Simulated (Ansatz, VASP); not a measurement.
## Two plane-wave programs on InPd

```xyz
2
Lattice="3.2719 0.0000 0.0000 0.0000 3.2719 0.0000 0.0000 0.0000 3.2719" Properties=species:S:1:pos:R:3 pbc="T T T"
In    0.0000    0.0000    0.0000
Pd    1.6359    1.6359    1.6359
```

The cell comes from a database or a generator and needn't be the stable form of this composition.

Alike in both runs: functional PBEsol; k mesh 8 × 8 × 8; occupations fermi-dirac, width 0.05 eV; non-collinear spin, spin-orbit coupling.

```csv
,VASP,Ansatz
version,VASP 6.6.1,Ansatz 0.2.0
potentials or method,"VASP PAW PBE potentials, release 64 (In_d, Pd)",Ansatz PAW
plane-wave cutoff (eV),520,420
valence electrons in the cell,23,31
task,single point,band structure
```

```csv
,VASP,Ansatz,Ansatz less VASP
gap on the k mesh at the Fermi level (eV),none,none,-
pressure (GPa),-2.9,-3.1,-0.13
net moment per atom (μB),0.00,0.00,0.000
```

A gap of «none» marks a metal or a gap that the smearing closes. The functional is the same, so the differences come from potentials, cutoffs and numerics. The two sets of potentials don't hold the same shells in valence.

Caveats: the PAW data sets were made with another functional, which shifts forces and pressure a little (VASP); the PAW data sets come from PBE, with cores solved anew for the run's functional, which leaves a small shift of forces and pressure (Ansatz).
